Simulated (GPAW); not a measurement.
Moving the functional in Bi2Se3

```yaml
crystal:
  lattice:
    - [2.07150, 1.19598, 9.54533]
    - [-2.07150, 1.19598, 9.54533]
    - [0.00000, -2.39196, 9.54533]
  atoms:
    - { symbol: Bi, position: [0.59920, 0.59920, 0.59920] }
    - { symbol: Bi, position: [0.40080, 0.40080, 0.40080] }
    - { symbol: Se, position: [0.78830, 0.78830, 0.78830] }
    - { symbol: Se, position: [0.21170, 0.21170, 0.21170] }
    - { symbol: Se, position: [0.00000, 0.00000, 0.00000] }
```

Kept alike: task band structure; k mesh 5 × 5 × 5; occupations fermi-dirac, width 0.05 eV; no spin polarisation. Program: GPAW, potentials by row: the program's PAW data sets (release 1.2.1) made for this functional (LDA); PAW data sets generated for this functional (PBEsol); GPAW PAW data sets (gpaw-data 1.2.1) (r2SCAN on files made for PBE), cutoff 600 eV. The mesh is that of the run's cell of 5 atoms. No spin-orbit coupling.

```csv
functional,band gap (eV),pressure (GPa)
LDA,0.088,-1.99
PBEsol,0.127,-0.47
r2SCAN,0.468,1.36
```

Pressure is positive in compression; the values hold the error of the finite cutoff, so their zero can differ a little from the energy's minimum. Spin-orbit coupling, left out here, moves the band edges of heavy atoms and can close or invert small gaps. Gaps are the smaller of the mesh's and the band path's.

The band gap runs from 0.088 (LDA) to 0.468 eV (r2SCAN). The pressure runs from -1.99 (LDA) to 1.36 GPa (r2SCAN).
